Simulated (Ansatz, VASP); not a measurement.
One calculation of Mg, two programs

Contents of POSCAR:

```
Mg
1.0
    3.0502998005      0.0000000000      0.0000000000
   -1.5251499003      2.6416371164      0.0000000000
    0.0000000000      0.0000000000      3.0448375700
Mg
1
Direct
    0.0000000000      0.0000000000      0.0000000000
```

Contents of INCAR.step1:

```
SYSTEM = Mg
PREC = Accurate ; ENCUT = 600
ISMEAR = 0 ; SIGMA = 0.1
LREAL = .False. ; LASPH = .True.
NELM = 100 ; GGA = PE
ALGO = Normal ; EDIFF = 1E-4
LWAVE = .True. ; LCHARG = .False.
```

Contents of INCAR.step2:

```
SYSTEM = Mg
PREC = Accurate ; ENCUT = 600
EDIFF = 1E-6 ; ISMEAR = 0
SIGMA = 0.1 ; LREAL = .False.
LASPH = .True. ; NELM = 100
ALGO = Normal ; ISIF = 3
LWAVE = .False. ; LCHARG = .False.
METAGGA = R2SCAN ; LMIXTAU = .True.
IBRION = 2 ; NSW = 100
EDIFFG = -0.01 ; ISTART = 1
```

Contents of KPOINTS:

```
regular mesh
0
Gamma
  15 15 14
  0 0 0
```

Input for Ansatz:

```yaml
crystal:
  lattice:
    - [3.0502998005, 0.0, 0.0]
    - [-1.5251499003, 2.6416371164, 0.0]
    - [0.0, 0.0, 3.04483757]
  atoms:
    - { symbol: Mg, position: [0.0, 0.0, 0.0] }
basis:
  ecutwfc: 500
kpoints:
  mp_grid: { grid: [15, 15, 14] }
hamiltonian:
  xc: r2scan
scf:
  occupations: { method: gaussian, width: 0.1 }
output:
  forces: true
  stress: true
  eigenvalues: true
relax:
  adjacent_minimum: "off"
  f_tol: 0.01
  max_steps: 80
  cell: { stress_tol: 0.05 }
```

Alike in both runs: task relaxation of cell and atoms; functional r2SCAN; k mesh 15 × 15 × 14; occupations gaussian, width 0.1 eV; no spin polarisation.

|  | VASP | Ansatz |
| --- | --- | --- |
| version | VASP 6.6.1 | Ansatz 0.2.0 |
| potentials or method | VASP PAW PBE potentials, release 64 (Mg) | scalar-relativistic, plane waves, PAW |
| plane-wave cutoff (eV) | 600 | 500 |
| valence electrons in the cell | 2 | 10 |

```tsv
	VASP	Ansatz	Ansatz less VASP
gap on the k mesh at the Fermi level, each at its own relaxed structure (eV)	none	none	-
relaxed volume (Å³/atom)	24.80	24.95	+0.159
relaxed cell length with the largest relative difference (Å)	3.037	3.043	+0.0065
energy change over the relaxation (meV/atom)	-1	-1	-0.5
```

A gap of «none» marks a metal or a gap that the smearing closes. The two sets of potentials don't hold the same shells in valence.

Caveats: the PAW data sets were made with another functional, which shifts forces and pressure a little (VASP).
